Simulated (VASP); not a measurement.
Here is a VASP 6.6.1 calculation.

Contents of INCAR:

```
SYSTEM = Ag
PREC = Accurate
ENCUT = 600
EDIFF = 1E-7
ISMEAR = -1
SIGMA = 0.05
LREAL = .False.
LASPH = .True.
NELM = 100
ALGO = Fast
ISIF = 3
LWAVE = .False.
LCHARG = .False.
GGA = PE
IBRION = 2
NSW = 40
EDIFFG = -0.005
PSTRESS = 20
```

The input KPOINTS:

```
regular mesh
0
Gamma
  11 11 11
  0 0 0
```

The input POSCAR:

```
Ag
1.0
   -1.6556540000      1.6556540000      1.6556540000
    1.6556540000     -1.6556540000      1.6556540000
    1.6556540000      1.6556540000     -1.6556540000
Ag
1
Direct
    0.0000000000      0.0000000000      0.0000000000
```

Potentials or basis: VASP PAW PBE potentials, release 64 (Ag).

Run with:

```console
$ cat potpaw_PBE.64/Ag/POTCAR > POTCAR
$ mpirun -np 1 vasp_std > vasp.out
```

(1) What does it give for the space group after relaxing (to 0.05 Å)?

(2) Predict the band gap on the k mesh.

Results:

(1) Im-3m (No. 229).

(2) none (metal or under the smearing width).
